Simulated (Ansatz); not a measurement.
How far is this NaI from the hull?

Level of theory: DFT PBE, scalar-relativistic, plane waves, PAW (Ansatz). All cells share a 420 eV cutoff and Γ-centred k meshes spaced at most about 0.3 Å⁻¹ (2π included). No spin polarisation.

The zero of energy is the elements' standard structures at the same level; no fitted shifts are applied.

Temperature and zero-point effects are left out. Spin–orbit coupling, which can matter for I, is left out. The reference form of I is held partly by dispersion forces, which this level lacks.

The competitors are the elements and 1 reference phase of this chemical system (from databases or known types: NaI), relaxed at the same level; other known phases may be missing.

The candidate was reached from: ZrBr type. Only a and b repeat, and vacuum parts the sheet from its images along c.

```xyz
4
Lattice="5.2091 0.0000 0.0000 -2.6045 4.5112 0.0000 0.0000 0.0000 36.3726" Properties=species:S:1:pos:R:3 pbc="T T F"
Na    0.0000    3.0074    7.6456
Na    2.6045    1.5037   13.3544
I     0.0000    0.0000    7.6505
I     0.0000    0.0000   13.3495
```

**Question.** Where does it stand against these competitors?

**Answer.** Not the lowest form: another structure of the same formula lies lower. Its formation energy is -1.127 eV/atom. The lowest competing phase at this composition is this:

```tsv
phase	space group	source	share of atoms	ΔE_f (eV/atom)
NaI	Fm-3m (No. 225)	COD	1.0000	-1.280
```

The candidate lies 153 meV/atom above this phase. The rivals are bulk phases, so the margin includes the cost of making a free sheet. Checks: no imaginary mode at Γ (other wave vectors untested).
